## The stiffness of diamond from two springs

The naive picture of diamond is a network of strong springs, one along each carbon–carbon bond. Such a network seems bound to resist every small deformation about equally well. In fact it would resist compression strongly and shear not at all. What makes diamond stiff in shear is a second kind of spring, which holds the angles between the bonds.

A square frame of steel rods shows why. If the corners are hinges, the frame can carry a pull along its rods, yet a light push on one side folds it into a rhombus without stretching any rod. Stiff corners are needed to stop that. The likeness holds for the role of the angles, but in one of diamond's shears the rods and the corners both give way, as will be seen.

Elastic constants of diamond, computed with Ansatz 0.2.0 using density-functional theory (PBEsol functional, PAW, plane waves) for the two-atom cell, with a cutoff of 420 eV and a 12×12×12 k mesh. The strain amplitude is 0.002, and the atoms are relaxed in each strained cell. The rows were drawn from a pool: of 90 crystals with a measured lattice constant, 2 whose relaxed edge lies over 5 % from it were taken for other phases and got no table, so the agreement shown is better than for the whole pool.

| row | computed constant (GPa) | what it is | measured constant (GPa) | label in the paper, method, sample | source |
| --- | --- | --- | --- | --- | --- |
| 1 | 140 | C12 on the cell's Cartesian axes | n/a | n/a | n/a |
| 2 | n/a | n/a | 441.8 | adiabatic bulk modulus; ultrasonic measurement; bulk crystal | pmc:4962311 (2016) |
| 3 | n/a | n/a | 442 | B0 from ultrasound; ultrasonic measurement; bulk crystal | arXiv:cond-mat/0702656 (2007) |
| 4 | n/a | n/a | 443 | bulk modulus of diamond, quoted experimental value; not stated; bulk crystal | arXiv:1701.05631 (2017) |
| 5 | n/a | n/a | 444.8 | B0 from Brillouin scattering; Brillouin scattering; bulk crystal | arXiv:cond-mat/0702656 (2007) |
| 6 | 449.5 | bulk modulus (Hill) | n/a | n/a | n/a |
| 7 | 573 | C44 on the cell's Cartesian axes | n/a | n/a | n/a |
| 8 | 1070 | C11 on the cell's Cartesian axes | n/a | n/a | n/a |

The constants in the table say how much stress a small strain calls up. $C_{11}$ is the stress along a cube axis when the crystal is stretched along that axis with its sides held fixed, and $C_{12}$ is the stress that then appears sideways. $C_{44}$ is the resistance to a shear that tilts two cube axes towards each other. The Cartesian axes named in the table are these cube axes. The bulk modulus $B$ is the resistance to uniform compression, and in a cubic crystal it equals $(C_{11}+2C_{12})/3$.

Two magnitudes are worth remembering. A single covalent bond between carbon atoms has a spring constant of a few hundred newtons per metre, and dividing this by a bond length of about 1.5 Å gives a few thousand gigapascals. Geometry takes off a factor of about seven, which leaves a bulk modulus of some hundreds of gigapascals. In diamond the shear constant $C_{44}$ is even larger than the bulk modulus, whereas $C_{12}$ is only about a third of it.

### The first spring sets the scale

Let every bond, of length $r$, act as a spring with constant $k$. Each atom has four bonds and shares each with a neighbour, so there are two bonds per atom. If all lengths grow by a small fraction $\varepsilon$, the energy per atom rises by $2\cdot\tfrac12 k(r\varepsilon)^2 = k r^2\varepsilon^2$. Seen from outside, the volume has grown by the fraction $3\varepsilon$, which costs $\tfrac12 B\,\Omega\,(3\varepsilon)^2$, where $\Omega = 8r^3/(3\sqrt3)$ is the volume per atom in the diamond structure. Equating the two energies gives

$$B=\frac{k}{4\sqrt3\,r}.$$

The bulk modulus is the first worked row. The C–C bond in a small alkane molecule has a spring constant of roughly 450 N/m, a recalled value good to two figures at best. The bond length in diamond is 1.539 Å, so

$$B\approx\frac{450\ \text{N/m}}{4\sqrt3\times1.539\times10^{-10}\ \text{m}}\approx 4.2\times10^{11}\ \text{Pa}=420\ \text{GPa}.$$

The computed value is 449.5 GPa, so the estimate is about 6% low. No elastic constant went into it: a spring constant borrowed from a molecule and one bond length give the stiffness of the solid. The remaining gap may come from the way neighbouring bonds influence one another when all stretch together, but the recalled spring constant is too rough to decide this.

### The second spring resists shear

Stretch the crystal along one cube axis and shrink it equally along another. Each bond points along a body diagonal of a small cube, so what it gains in one direction it loses in the other. To first order no bond changes its length; only the angles change. The resistance to this deformation, $C_{11}-C_{12}$, therefore measures the angular springs alone.

Keating's model puts this into formulas with two constants, $A$ for stretching and $b$ for bending. With $a=4r/\sqrt3$ for the edge of the cubic cell, it gives

$$C_{11}=\frac{A+3b}{a},\qquad C_{12}=\frac{A-b}{a},\qquad C_{44}=\frac{4}{a}\,\frac{Ab}{A+b}.$$

The bond spring used above is $k=3A+b$. The small share of $b$ arises because Keating writes the bending energy with products of neighbouring bond vectors, and these also change when the bonds lengthen. If $b$ is set to zero, $C_{11}$ equals $C_{12}$ and $C_{44}$ vanishes, which is the hinged frame again.

The form of $C_{44}$ has a simple mechanical meaning. In this shear two of the four bonds at each atom lengthen and two shorten. The two interlocking sublattices of the crystal can then slide slightly against each other, which relieves the bonds at the expense of the angles. Stretching and bending thus act like two springs in series, and the softer one has the greater say.

### One ratio gives the other constants

The hand rule needs one more number, the ratio $s=b/A$. The formulas above give it as $(C_{11}-C_{12})/(C_{11}+3C_{12})$, and the computed $C_{11}$ and $C_{12}$ put it at 0.62. The bending constant is thus more than half as large as the stretching constant, a sign of how firmly diamond holds its bond angles. With the ratio fixed, every constant is a multiple of the bulk modulus:

$$C_{11}\approx2.4\,B,\qquad C_{44}\approx1.3\,B,\qquad C_{12}\approx0.3\,B.$$

The second worked row is $C_{44}$, which was not used to find the ratio. Eliminating $A$ and $b$ gives

$$\frac{C_{44}}{B}=\frac{12s}{(1+s)(3+s)}=\frac{12\times0.62}{1.62\times3.62}\approx1.27.$$

With the estimated bulk modulus of 422 GPa this yields about 535 GPa, against a computed 573 GPa. The error is about 7%, nearly the same as for the bulk modulus, because it is inherited from the molecular spring.

### How good the rule is

The hand estimates lie 5 to 7% below all four computed constants. For $C_{11}$ and $C_{12}$ this tests only the common scale, since their ratio was used to set $s$. A common error of this kind is easy to understand: every constant is proportional to $k$, so a spring constant wrong by a tenth makes every estimate wrong by a tenth.

The sharper test removes the molecular spring altogether. If $A$ and $b$ are taken from the computed $C_{11}$ and $C_{12}$, the model predicts a $C_{44}$ of 573 GPa, equal to the computed value within the rounding of the table. A crystal equally stiff in all directions would have $C_{44}=(C_{11}-C_{12})/2=465$ GPa. Keating's springs without the sliding of the sublattices would give $(C_{11}+C_{12})/2=605$ GPa.

This agreement supports the two-spring picture for diamond, but it concerns a single number in a single crystal. The electronic calculation also contains forces between more distant atoms. One constant cannot tell whether these are small or happen to cancel.

The measured bulk moduli lie between 441.8 and 444.8 GPa, and the hand estimate is about 5% below their mean. The density-functional value is 1 to 2% above them. It describes atoms at rest, whereas the atoms of a real crystal vibrate even at the lowest temperature, which expands and softens it slightly. The excess has the direction expected from this difference, so by itself it does not show that the functional makes the bonds too stiff. The table holds no measured $C_{11}$, $C_{12}$ or $C_{44}$, so for these three the rule is tested against the calculation only.

### Where the rule stops

The weakest point is $C_{12}$, because it depends on the difference $A-b$ between two constants of comparable size. If the ratio $s$ were 0.50 instead of 0.62 at the same bulk modulus, $C_{12}$ would rise by 36%, while $C_{44}$ would fall by only 10%. A rough guess of the angular stiffness is thus good enough for the shear constant, but not for the sideways stress.

For another covalent crystal with the diamond structure, the same reasoning gives the direction of change. A longer and softer bond lowers the whole scale through $k/r$. Angular springs that are weaker in proportion to the bond springs lower $C_{44}$ relative to $B$ and raise $C_{12}$ relative to $B$. The ratio 0.62 comes from the computed constants of diamond and has to be found anew for each element.

The springs describe small, reversible strains, so the rule yields stiffness and not the stress at which a diamond tool breaks. It also relies on bonds with a preferred direction. In strongly ionic crystals long-range electric forces add to the springs, and in simple metals the resistance to shear does not come from fixed bond angles.
